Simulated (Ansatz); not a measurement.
## V: what relativity and spin–orbit coupling change

```yaml
crystal:
  lattice:
    - [0.00000, 2.73348, 2.73348]
    - [2.73348, 0.00000, 2.73348]
    - [2.73348, 2.73348, 0.00000]
  atoms:
    - { symbol: V, position: [0.00000, 0.00000, 0.00000] }
    - { symbol: V, position: [0.25000, 0.25000, 0.25000] }
```

Atoms are numbered in the order listed.

The structure comes from a relaxation in the same program, started in the diamond type, and has space group Fd-3m. Whether it is a known phase or the ground state wasn't checked.

Other magnetic orders may lie lower; this is the state that the run reached.

One fixed cell is solved with PBE by LAPW (all electrons) in Ansatz 0.2.0 under different relativistic treatments. Pressure is positive in compression.

The runs use a Γ-centred 10×10×10 k mesh, Fermi–Dirac smearing of 0.08 eV, basis error target 1 meV/atom, spin-polarised from start moments V1 1.5, V2 1.5 μB.

```tsv
setting	P (GPa)	lowest level at Γ above −25 eV, from the valence-band top or, without a gap, the Fermi level (eV)
scalar-relativistic	-0.01	-5.48
non-relativistic	?	?
with spin–orbit coupling	-0.01	-5.48
```

Question: Give the missing entry: row "non-relativistic", column "P (GPa)".

Answer: -0.25.

Question: What belongs in the row "non-relativistic", column "lowest level at Γ above −25 eV, from the valence-band top or, without a gap, the Fermi level (eV)"?

Answer: -5.36.
